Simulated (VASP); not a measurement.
A run of VASP 6.6.1:

INCAR

```
  PREC = Accurate
  ENCUT = 600
  EDIFF = 1E-6
  ISMEAR = 0
  SIGMA = 0.1
  LREAL = False
  LASPH = True
  NELM = 60
  ALGO = Fast
  ISIF = 3
  LWAVE = False
  LCHARG = False
  GGA = PE
  IBRION = 2
  NSW = 100
  EDIFFG = -0.01
```

Contents of KPOINTS:

```
Automatic mesh
0
Gamma
  15 15 16
```

File POSCAR:

```
Al2BH
1.0
    4.0243388555      0.0000000000      0.0000000000
   -2.0121694278      3.4851796823      0.0000000000
    0.0000000000      0.0000000000      3.0290312967
Al B H
2 1 1
Direct
    0.3333333333      0.6666666667      0.7876960343
    0.6666666667      0.3333333333      0.2123039657
    0.0000000000      0.0000000000      0.0000000000
    0.0000000000      0.0000000000      0.5000000000
```

Potentials or basis: VASP PAW PBE potentials, release 64 (Al, B, H).

Command:

```sh
$ cat potpaw_PBE.64/Al/POTCAR potpaw_PBE.64/B/POTCAR potpaw_PBE.64/H/POTCAR > POTCAR
$ mpirun -np 1 vasp_std > vasp.out
```

Hardware: 1 thread of Intel(R) Xeon(R) Platinum 8375C CPU @ 2.90GHz (Ice Lake) (shared host).

Task: Estimate the wall time of this run.

Result: Run time: 4.5 min on 1 thread of Intel(R) Xeon(R) Platinum 8375C CPU @ 2.90GHz (Ice Lake) (shared host), peak memory 0.3 GiB. Counts: scf iterations 39, k points 376, ion steps 7.
